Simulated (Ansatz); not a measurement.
Input and command of a calculation in Ansatz (plane waves; scalar-relativistic PAW potentials unless the input names others):

```yaml
crystal:
  lattice:
    - [-1.2531209513, 1.2531209513, 1.2531209513]
    - [1.2531209513, -1.2531209513, 1.2531209513]
    - [1.2531209513, 1.2531209513, -1.2531209513]
  atoms:
    - { symbol: Be, position: [0.0, 0.0, 0.0] }
basis:
  ecutwfc: 420
kpoints:
  mp_grid: { grid: [24, 24, 24] }
hamiltonian:
  xc: pbe
scf:
  occupations: { method: fermi_dirac, width: 0.3 }
  n_extra_bands: 0
  max_iter: 80
output:
  forces: true
  eigenvalues: true
  stress: true
```

```bash
ansatz run input.yaml --threads 1 --pin off --max-ram 2560MiB --backend cpu --events-out ev --progress --plain --runs-dir out
```

What will the program do with this input?

The program refuses it, because of too few bands (scf.n_extra_bands: not typed → 0). Also changed, but not at fault: scf.occupations: {"method": "gaussian", "width": 0.1} → {"method": "fermi_dirac", "width": 0.3}. With the sound run's settings it is accepted.

Abridged log:
```
Error: inconsistent input (scf.n_extra_bands, scf.occupations.method): n_bands = 1 leaves no empty band above the 1 bands per channel that the deck's 2 electrons occupy, and the occupations search for the Fermi level (a smearing at a finite width, or tetrahedra): a level found among occupied bands alone can fill a metal as an insulator; raise scf.n_extra_bands until at least 2 bands are solved (omitted, it auto-derives to 5) (see scf.n_extra_bands in the input reference)
```